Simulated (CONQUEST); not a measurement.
# CdSe (Cadmoselite) (P6_3mc) in CONQUEST: a series of runs

The runs below take CdSe (Cadmoselite) through single point, with PBE.

All numbers are computed with CONQUEST 1.3; they aren't measurements. Logs are shortened: lines on timing, memory, paths and dates and some standing lists are left out, and cuts for length are marked.

## Step 1: The undisturbed crystal

The structure is hexagonal, space group P6_3mc (No. 186). The conventional cell has a = 4.300 Å, b = 4.300 Å, c = 7.020 Å, α = 90.00°, β = 90.00°, γ = 120.00°. Cd (site symmetry 3m) is surrounded by 4 Se at 2.61 to 2.70 Å. Se (site symmetry 3m) is surrounded by 4 Cd at 2.61 to 2.70 Å.

## Step 2: Single point, PBE (atoms moved at random, drawn with an rms of 0.05 Å)

Conquest_input

```
IO.Title CdSe
IO.Coordinates coords.dat
IO.FractionalAtomicCoords T
IO.Iprint 2
IO.Iprint_init 1
General.NumberOfSpecies 2
General.PseudopotentialType hamann
AtomMove.TypeOfRun static
AtomMove.FullStress T
Grid.GridCutoff 120
DM.SolutionMethod diagon
Diag.MPMesh T
Diag.GammaCentred T
Diag.MPMeshX 6
Diag.MPMeshY 4
Diag.MPMeshZ 4
Diag.kT 0.00183747
minE.SCTolerance 1e-6
Basis.MultisiteSF T
Multisite.LFD T
Multisite.Smear T
SC.MaxIters 100
IO.AtomChargeOutput T
%block ChemicalSpeciesLabel
1 112.410 Cd
2 78.960 Se
%endblock
%block Cd
Atom.NumberOfSupports 10
Atom.MultisiteRange 10
Atom.LFDRange 10
%endblock
%block Se
Atom.NumberOfSupports 9
Atom.MultisiteRange 10
Atom.LFDRange 10
%endblock
```

coords.dat

```
    8.1258223359     0.0000000000     0.0000000000
    0.0000000000    13.2658773949     0.0000000000
    0.0000000000     0.0000000000    14.0743371399
8
  0.4977760000   0.5001450000   0.8336380000 1 T T T
  0.9977760000   0.5001450000   0.3336380000 1 T T T
  0.0103830000   0.0004670000   0.6695420000 1 T T T
  0.5103830000   0.0004670000   0.1695420000 1 T T T
  0.4903885000   0.8799150000   0.8370665000 2 T T T
  0.9903885000   0.8799150000   0.3370665000 2 T T T
  0.4986610000   0.3841000000   0.1636380000 2 T T T
  0.9986610000   0.3841000000   0.6636380000 2 T T T
```

Potentials or basis: PseudoDojo NC PBE, DZP, multi-site functions of range 10 bohr, grid cutoff 120 Ha.

The run is started by

```console
Conquest
```

The program printed:

```text
Simulation cell dimensions:     8.1258 a0 x    13.2659 a0 x    14.0743 a0

      Atomic coordinates (a0)
         Atom         X         Y         Z  Species
            1    4.0448    6.6349   11.7329        1
            2    8.1078    6.6349    4.6957        1
            3    0.0844    0.0062    9.4234        1
            4    4.1473    0.0062    2.3862        1
            5    3.9848   11.6728   11.7812        2
            6    8.0477   11.6728    4.7440        2
            7    4.0520    5.0954    2.3031        2
            8    8.1149    5.0954    9.3403        2

         Monkhorst-Pack mesh:   6 x   4 x   4 gamma-centred
        This calculation includes non-local pseudopotentials,
         with a maximum core radius of      6.68472097

    Job title: CdSe
    Job to be run: static calculation

    Ground state search:
      Support functions represented with PAO basis
      Multi-site SFs used with local filter diagonalisation
      Non-spin-polarised electrons
      Solving for the K matrix using diagonalisation
      Using Fermi-Dirac smearing

    Integration grid size:     48 x   72 x   72

    Integration grid spacing:  0.169 a0 x 0.184 a0 x 0.195 a0

    Number of species:  2
    --------------------------------------------------------
    |   #  mass (au)  Charge (e)  SF Rad (a0)  NSF  Label  |
    --------------------------------------------------------
    |   1    112.410      20.000       16.685   10  Cd     |
    |   2     78.960      16.000       16.366    9  Se     |
    --------------------------------------------------------

          PAOs are contracted to multi-site support functions
          SCF tolerance:                 0.00000100
          SCF iterations:               100

    The functional used will be GGA PBE96

           radial cut-off to be used is taken to be max PAO cut-off radius for this species:    6.684721

           greatest ang. mom. for making density from PAOs:  2

           radial cut-off to be used is taken to be max PAO cut-off radius for this species:    6.366323

           greatest ang. mom. for making density from PAOs:  2
    Minimum blocs/proc is     3888. Maximum blocs/proc is     3888
    set_atom_dens: In set_atomic_density, electrons :     144.000000000000
 matrix_size & matrix_size_padH =           76          76
    Init_SFcoeff: Time for making initial multi-site SF coeffficients:        1713.55089500 ms

    Screened ion int: energy:    -950.550662659727 Ha

    new_SC_potl: Starting.  Tolerance:  0.10000E-05

    PulayMixSC: Starting Pulay mixing, A_up =  0.500 A_dn =  0.500
    PulayMixSC: Spin non-polarised calculation.
    Init_SFcoeff: Time for making initial multi-site SF coeffficients:        1546.14123300 ms
          Harris-Foulkes Energy            :     -1186.417456409008537 Ha
          (TS=0 as O(N) or entropic contribution is negligible)
          DFT Total Energy                 :     -1186.292761572532072 Ha
          Total number of electrons        :       144.000000000004405
    PulayMixSC: Pulay iteration     1 residual:              0.90272E-03
    Init_SFcoeff: Time for making initial multi-site SF coeffficients:        1429.53260700 ms
          Harris-Foulkes Energy            :     -1186.365979357309925 Ha
          GroundState Energy (E-(1/2)TS)   :     -1186.365979579960594 Ha
          Free Energy (E-TS)               :     -1186.365979802611037 Ha
          DFT Total Energy                 :     -1186.361916681915318 Ha
          Total number of electrons        :       144.000058229939782
    PulayMixSC: Pulay iteration     2 residual:              0.36230E-03
    Init_SFcoeff: Time for making initial multi-site SF coeffficients:        1445.63814600 ms
          Harris-Foulkes Energy            :     -1186.363347078054858 Ha
          GroundState Energy (E-(1/2)TS)   :     -1186.363347201111537 Ha
          Free Energy (E-TS)               :     -1186.363347324168444 Ha
          DFT Total Energy                 :     -1186.363007222360920 Ha
          Total number of electrons        :       144.000086438430088
    PulayMixSC: Pulay iteration     3 residual:              0.16577E-03
    Init_SFcoeff: Time for making initial multi-site SF coeffficients:        1490.37243300 ms
          Harris-Foulkes Energy            :     -1186.363124088768927 Ha
          GroundState Energy (E-(1/2)TS)   :     -1186.363124227520530 Ha
          Free Energy (E-TS)               :     -1186.363124366271904 Ha
          DFT Total Energy                 :     -1186.363103347629476 Ha
          Total number of electrons        :       144.000122233072233
    PulayMixSC: Pulay iteration     4 residual:              0.13210E-04
    Init_SFcoeff: Time for making initial multi-site SF coeffficients:        1396.71560400 ms
          Harris-Foulkes Energy            :     -1186.363115205992472 Ha
          GroundState Energy (E-(1/2)TS)   :     -1186.363115343574464 Ha
          Free Energy (E-TS)               :     -1186.363115481156456 Ha
          DFT Total Energy                 :     -1186.363104510787934 Ha
          Total number of electrons        :       144.000121882174767
    PulayMixSC: Pulay iteration     5 residual:              0.66367E-05
    Init_SFcoeff: Time for making initial multi-site SF coeffficients:        1409.85649400 ms
          Harris-Foulkes Energy            :     -1186.363112610315511 Ha
          GroundState Energy (E-(1/2)TS)   :     -1186.363112747616469 Ha
          Free Energy (E-TS)               :     -1186.363112884917427 Ha
          DFT Total Energy                 :     -1186.363112348144568 Ha
          Total number of electrons        :       144.000121729843841
    PulayMixSC: Pulay iteration     6 residual:              0.12245E-05
    Init_SFcoeff: Time for making initial multi-site SF coeffficients:        1471.80302700 ms
          Harris-Foulkes Energy            :     -1186.363111209229828 Ha
          GroundState Energy (E-(1/2)TS)   :     -1186.363111346279538 Ha
          Free Energy (E-TS)               :     -1186.363111483329249 Ha
          DFT Total Energy                 :     -1186.363111207789871 Ha
          Total number of electrons        :       144.000121694231723
    PulayMixSC: Pulay iteration     7 residual:              0.92636E-07
    PulayMixSC: Reached SCF tolerance of  0.92636E-07 after      7 iterations
      | Number of electrons      =       144.000122
      |* band energy as 2Tr[K.H] =      -197.139817807114298 Ha
      |  screened ion-ion energy =      -950.550662659727095 Ha
      |  Ha correction           =         2.699768677771082 Ha
      |  XC correction           =       -41.372402421620151 Ha
      | GS Energy as E-(1/2)TS   =     -1186.363111346279538 Ha
      | Free Energy as E-TS      =     -1186.363111483329249 Ha
      |* Harris-Foulkes energy   =     -1186.363111209229828 Ha
      |* DFT total energy        =     -1186.363111207789871 Ha
      |  estimated accuracy      =        -0.000000001439957 Ha

    force: Forces on atoms (Ha/a0)
    force:  Atom   X              Y              Z
    force:     1   0.0002146716   0.0038035852  -0.0032304666
    force:     2   0.0002146716   0.0038035852  -0.0032304666
    force:     3  -0.0100083440   0.0054164176  -0.0005220919
    force:     4  -0.0100083440   0.0054164176  -0.0005220919
    force:     5   0.0103961616  -0.0022247598  -0.0004077502
    force:     6   0.0103961616  -0.0022247598  -0.0004077502
    force:     7  -0.0005405738  -0.0071398139   0.0041157401
    force:     8  -0.0005405738  -0.0071398139   0.0041157401

    force: Maximum force :        0.01039616(Ha/a0) on atom         5 in x direction
    force: Force Residual:        0.00916694 Ha/a0
    force: Total stress:         -4.37370724     0.52615638    -0.90639443 GPa
                             0.52629850    -2.95760518     0.21053508
                            -0.90647349     0.21015875    -5.10692507
    force: Average pressure:      4.14607916 GPa

    force: Finished force
    get_E_and_F: Change in energy during last step of electronic optimisation:  0.14011E-05

    BIBLIOGRAPHY: Please consider citing the following references in the conquest.bib file

    CONQUEST:         Bowler2002pt, Miyazaki2004, Nakata2020
    Basis:            Bowler2019, Nakata2014, Nakata2015
    DM:               Bowler:2006xr
    Pseudopotentials: Hamann2013, Bowler2019
    XC functional:    Perdew1996
```

Wall time 4.9 min (1 thread of Intel Xeon Platinum 8259CL at 2.50GHz (Skylake/Cascade Lake), shared host); peak memory 1.4 GiB.

What came out:

| Item | Value |
| --- | --- |
| Free energy | -32282.5849 eV |
| Pressure | 4.1 GPa |
| Largest force | 0.586 eV/Å |
| Band gap on the k mesh | 0.82 eV |
| Mulliken charges | Cd +1.15, +1.14; Se -1.14 e |

Forces on the atoms (eV/Å):
```
Cd   0.011  0.196 -0.166
Cd   0.011  0.196 -0.166
Cd  -0.515  0.279 -0.027
Cd  -0.515  0.279 -0.027
Se   0.535 -0.114 -0.021
Se   0.535 -0.114 -0.021
Se  -0.028 -0.367  0.212
Se  -0.028 -0.367  0.212
```

Stress tensor (GPa, compression positive):
```
 4.37 -0.53  0.91
-0.53  2.96 -0.21
 0.91 -0.21  5.11
```

Caveat: Mulliken charges move with the basis; multi-site functions contract the basis, which raises the energy a little and makes forces and stress less exact; the basis of atomic orbitals isn't converged, which shifts pressures, moduli and gaps. A k mesh can miss the band edges.

(Part 1 of 2 ends here.)
